Q: The computed gap is too small for every crystal in this table. How many electronvolts should I have in mind when I correct for that, and would a fixed percentage do?

ABINIT 10.8.3, Kohn-Sham DFT with the functional rPW86PBE for periodic crystals at fixed geometry, without spin polarisation or spin-orbit coupling, and with Fermi-Dirac smearing of 0.05 eV. The computed band gap is the smallest gap, direct or indirect, between filled and empty states on the listed k-mesh; 0 stands for a metal.

```
formula  space group  volume of the given cell (Å³/atom)                   potentials or basis  wave cutoff (eV)    k-mesh  computed band gap (eV)  measured band gap (eV)                                                                                                              what was measured, and how                   source  computed less measured (eV)
   InAs        F-43m                               27.49                   JTH PAW PBE v2.0 sp               408     8x8x8                       0                   0.414                                                                           direct gap from band-to-band PL peak; photoluminescence; film       pmc:6881312 (2019)                        -0.41
     Si        Fd-3m                               20.16  PseudoDojo NC SR PBE v0.4.1 standard               490     8x8x8                   0.783                    1.11                                                 indirect band gap at room temperature, quoted from a textbook; not stated; bulk crystal  arXiv:1709.02567 (2017)                        -0.33
  SnSe2        P-3m1                               25.73                      JTH PAW PBE v2.0               408     8x8x5                   0.774                     1.2                                                  direct optical gap from Tauc plot, 1200 nm film (bulk-like); diffuse reflectance; film       pmc:5680184 (2017)                        -0.43
    BAs        F-43m                               13.63                      JTH PAW PBE v2.0               408  10x10x10                    1.33                   1.835                                            indirect optical gap from background-subtracted Tauc plot; UV-Vis transmission; bulk crystal  arXiv:2307.05371 (2023)                        -0.50
    GaN        F-43m                               11.44  PseudoDojo NC SR PBE v0.4.1 standard              1143  10x10x10                   1.758                    3.23  absorption onset (direct gap at Gamma) of unexcited film, from imaginary part of dielectric function; spectroscopic ellipsometry; film  arXiv:2206.02223 (2022)                        -1.47
    AlN       P6_3mc                               10.45                      JTH PAW PBE v2.0               680   10x10x6                   4.381                   6.038                     optical (excitonic) gap: Gamma5 n=1 free exciton transition energy, E perpendicular to c; cathodoluminescence; film  arXiv:2305.10542 (2023)                        -1.66
```

A: Think of roughly half an electronvolt for Si, BAs and InAs, and of one and a half for the two nitrides. A fixed percentage looks tempting, because Si, BAs and AlN each fall short by 27 to 29% of the measured gap. But GaN falls short by 46%, and InAs by more than its whole gap.

Q: More than its whole gap? The table prints zero for InAs, so the shortfall should be exactly the measured 0.41 eV.

A: The zero hides a wrong order of the bands. In real InAs, leaving spin-orbit splitting aside, the top of the valence band is a threefold, p-like level, and a single, s-like conduction state lies above it, empty. The occupations in this calculation show the single state full and 0.24 eV below the threefold one, which is only partly filled. Counted with its sign, the gap is −0.24 eV, and the shortfall is 0.41 + 0.24 = 0.65 eV. Spin-orbit coupling was left out, but it would raise the valence top and make the inversion deeper by roughly 0.1 eV.

Q: Why should such a calculation lose part of the gap at all?

A: The gap is the cost of taking an electron out of a filled state and putting one into an empty state. An electron in a filled state doesn't repel itself, whereas an added electron feels the repulsion of all those already there. A semilocal functional works with one common potential for filled and empty states, so its band gap lacks most of this difference. That is standard theory, and the table alone couldn't establish it.

Q: Can I turn that into a number?

A: To an order of magnitude, yes. The lost energy is that of one electronic charge acting on another about a bond length d away. The other electrons shift in response and weaken it by the electronic dielectric constant ε, which is the square of the refractive index well below the absorption edge:

shortfall ≈ e² / (ε d), with e² ≈ 14 eV Å

In a tetrahedral crystal the bond length follows from the volume per atom V:

d = (√3/2) V^(1/3)

For GaN, V = 11.44 Å³ gives d = 1.95 Å, and ε is roughly 5.3, a recalled value. The estimate is 14 / (5.3 × 1.95) ≈ 1.4 eV. The table gives 3.23 − 1.76 = 1.47 eV.

Q: Was GaN used to set up the formula?

A: No constant in it was adjusted to any of these gaps. The bond length is a choice, though. Another sensible distance, half as long again, would lower every estimate by a third. That would leave both nitrides about half an electronvolt short. I therefore trust the broad way the estimate runs, small for strong screening and large for weak, more than its absolute size.

Q: And how does it run?

A: Si and InAs have a large ε, about 12, because their electrons shift easily, and the estimate is about half an electronvolt for each. The nitrides hold their electrons tightly, so ε is only about 5, and their bonds are shorter as well. Both changes raise the lost energy, mainly the change in ε. BAs lies between the two groups in the estimate.

Q: Does that beat the fixed percentage?

A: On the five tetrahedral crystals, yes. The screening formula is off by 0.16 eV (root mean square), and the best fixed fraction, fitted to the same five, by 0.33 eV. The printed output after this exchange has the details. The lead depends on taking the bond length as the distance; with one half as long again it would vanish. Five crystals are few, and they fall into two groups. GaN and InAs are where the fixed fraction fails, while for Si and BAs it comes closer than the formula. What the formula gets right is the step up to the nitrides, not the order among Si, BAs and InAs. Don't read much into agreement to a few hundredths of an electronvolt, as for AlN: the measured gaps also contain the effects of lattice vibrations and, for AlN, of an exciton, which are expected to lower the nitride gaps by tenths of an electronvolt and so hide part of the electronic shortfall, and the potentials were made for the functional PBE, not for rPW86PBE.

Q: Then explain GaN. Why does it look so much worse than AlN?

A: Because you divide by the gap. In electronvolts GaN falls short by slightly less than AlN, 1.47 against 1.66 eV, as its somewhat stronger screening suggests. But its measured gap is little more than half as large. The lowest conduction state has much cation s character, and the s level of Ga lies deeper than that of Al, since the filled 3d shell of Ga shields the nucleus poorly. That lowers the gap far more than it changes the screening. Semilocal functionals also exaggerate the push of the Ga 3d states on the N 2p valence top, which probably adds to the shortfall, though these numbers can't separate that part.

Q: So InAs is the same story, carried further?

A: Yes. Its measured gap is well under half that of Si, yet its ε is about the same. Screening depends on the typical distance between filled and empty bands over all electron momenta, and the smallest gap at one point hardly counts. So InAs has a small gap to lose from, but no correspondingly small loss. A fixed fraction would allow it a shortfall of only 0.13 eV.

Q: Your formula gives Si and InAs nearly the same shortfall. Do they have it?

A: No, and this is where the formula is too simple. InAs falls short by twice as much as Si. The estimate is about 0.2 eV too high for Si and BAs, and about 0.2 eV too low for InAs. My guess is that the kind of conduction state matters. In Si and BAs the lowest one lies away from the zone centre and is expected to mix p with s character, whereas in InAs it is the s-like state at the centre. The InAs run is also less secure than the others: ABINIT warned of overlapping PAW spheres, and the filled d shell of In was frozen into the core. Freeing that shell is expected to push the valence top up, as spin-orbit coupling does, so these two omissions hide part of the misfit and do not explain it. With spin-orbit coupling alone counted, the estimate would be about 0.3 eV too low. A small part of the misfit in Si comes from the k-mesh, which skips the true conduction minimum and makes the computed gap about 0.05 eV too large.

Q: You have left out SnSe2.

A: It can't test the formula. The table compares a computed indirect gap with a measured direct one; the computed direct gap is 1.00 eV, which cuts the shortfall from 0.43 to 0.20 eV. Even that figure is uncertain, because forces of more than 1 eV/Å on the Se atoms show that the layer was far from its relaxed shape. It is also a layered crystal, for which the tetrahedral bond length has no meaning.

Q: What do I do with a computed gap for another tetrahedral semiconductor?

A: Look up its refractive index before you reach for a percentage. With an index of 3 and bonds of 2.4 Å, ε is 9 and the shortfall should be about 14 / (9 × 2.4) ≈ 0.6 eV. These five crystals miss by up to a little over 0.2 eV either way, so take that as the least margin. Where the conduction minimum is the s-like state at the zone centre and the cation has a filled d shell, as in InAs, expect the estimate to come out too low, possibly by more. If the measured gap is likely to be smaller than that shortfall, check the order of the bands before you believe a computed metal.

The analysis program printed:

```
InAs, signed gap at the zone centre, singlet less triplet (eV): -0.2388
Like with like:
    row  computed gap eV  missing part eV  missing percent
   InAs          -0.2388           0.6528            157.7
     Si            0.783            0.327            29.46
  SnSe2            1.002           0.1985            16.54
    BAs             1.33            0.505            27.52
    GaN            1.758            1.472            45.57
    AlN            4.381            1.657            27.44
Screened Coulomb estimate, nothing fitted (0 = not applied):
    row  dielectric constant  bond length A  estimate eV  estimate less missing part eV
   InAs                   12          2.614       0.4591                        -0.1937
     Si                   12          2.357       0.5091                         0.1821
  SnSe2                    0              0            0                              0
    BAs                  9.5          2.069       0.7327                         0.2277
    GaN                  5.3          1.951        1.392                       -0.07969
    AlN                  4.5          1.893         1.69                        0.03306
fit of miss on 5 rows (tet): coefficient of measured 0.3159 +/- 0.051; rms 0.33, worst InAs -0.522, leave-one-out rms 0.515
  rows outside the fit (model, value, miss): SnSe2 0.3791, 0.1985, 0.181
Screening estimate, rms miss over five tetrahedral crystals (eV): 0.1612
Fixed fraction, rms miss over the same five (eV): 0.3302
Screening estimate, rms miss without InAs (eV): 0.152
Fixed fraction, rms miss without InAs (eV): 0.2612
GaN over AlN, measured gaps (ratio): 0.5349
GaN over AlN, missing parts (ratio): 0.8884
GaN over AlN, screening estimates (ratio): 0.8238
InAs over Si, missing parts (ratio): 1.996
Si, rough height of the mesh point above the true minimum (eV): 0.05518
InAs, rough further lowering of the gap by spin-orbit coupling (eV): 0.13
```
